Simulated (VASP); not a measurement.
Runs of VASP 6.6.1 on MnO. It takes space group P-6m2 (No. 187, hexagonal). Conventional cell: a = 2.969 Å, b = 2.969 Å, c = 2.898 Å, α = 90.00°, β = 90.00°, γ = 120.00°. Mn (site symmetry -6m2) is surrounded by 6 O at 2.24 Å. Around O (site symmetry -6m2) lie 6 Mn at 2.24 Å. Measurements of this composition are mostly on another form, of space group No. 225.

```tsv
spin	U	fixed moment (μB)	gap on the mesh (eV)	pressure (GPa)	moment (μB)
collinear, ferromagnetic start	Mn d U = 2 eV	0	-	-24.3	0.00
off	Mn d U = 2 eV	-	none	-30.8	-
collinear, ferromagnetic start	Mn d U = 6 eV	-	0.44	(a)	5.00
non-collinear, random start	Mn d U = 2 eV	-	none	5.0	5.00
collinear, random start	Mn d U = 2 eV	-	none	5.0	5.00
```

Alike in all rows: task single point; level PBE+U; potentials or basis VASP PAW PBE potentials, release 64 (Mn_pv, O); cell as given; k mesh 7 × 7 × 7; cutoff (eV) 520; smearing gaussian 0.05 eV.

**Question.** Estimate the missing entries.

**Answer.** (a) 7.9.

Caveats: a cell with one magnetic atom can't hold antiferromagnetic order, which such compounds often take (some runs); the moment is held away from its start (some runs); the total moment is fixed, so each spin has its own Fermi level (some runs); a pressure of tens of GPa on the cell as given is suspect, and the run, the potentials or the cell itself is likely at fault (some runs); an odd number of electrons without spin polarisation forces a metal (some runs); a magnetic or distorted state may lie lower (some runs); U without spin polarisation on a metal has little footing (some runs).

A k mesh can miss the band edges.

A gap of «none» marks a metal or a gap under the smearing width.
